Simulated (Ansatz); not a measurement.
## FeO: pressure against volume

FeO, Fm-3m, a = 4.309 Å. Ansatz: PBE, PAW, 420 eV, Γ-centred 16×16×16 mesh on 2 atoms, Gaussian smearing 0.10 eV; collinear spin, largest moment 3.4 μB. Symmetry fixes shape and atoms, so the cell is only scaled; pressure is positive in compression.

| V (Å³/atom) | P (GPa) |
| --- | --- |
| 9.400 | 13.17 |
| 9.700 | ? |
| 10.000 | -0.01 |
| 10.300 | -5.13 |
| 10.600 | -9.44 |

Question: Take V0 = 10.000 Å³/atom, count pressures from its P0 = -0.01 GPa, fit the third-order Birch–Murnaghan form to the other rows, and predict the missing pressure.

Answer: With the Eulerian strain f = ½[(V0/V)^(2/3) − 1] and y = (P − P0)/[3f(1 + 2f)^(5/2)], the form is the line y = B0 + 1.5 B0 (B0′ − 4) f. Rows (f, y): 0.02106, 188.2; -0.00976, 183.7; -0.01905, 181.8. Means f = -0.002583, y = 184.57; Σ(Δf)² = 0.0008817, ΣΔfΔy = 0.1377; the slope is their ratio. y = 185.0 + 156.2 f GPa, so B0 = 185.0 GPa and B0′ = 4 + 2 × (156.2)/(3 × 185.0) = 4.56. At V = 9.700, f = 0.01026, y = 186.60 and P = 6.03 GPa. The run gave 6.04 GPa, so the fit is 0.01 GPa too low, within twice the rms miss on the fitted rows (0.008 GPa).

The cell holds one magnetic atom, so it can only be ferromagnetic; an antiferromagnetic order may lie lower.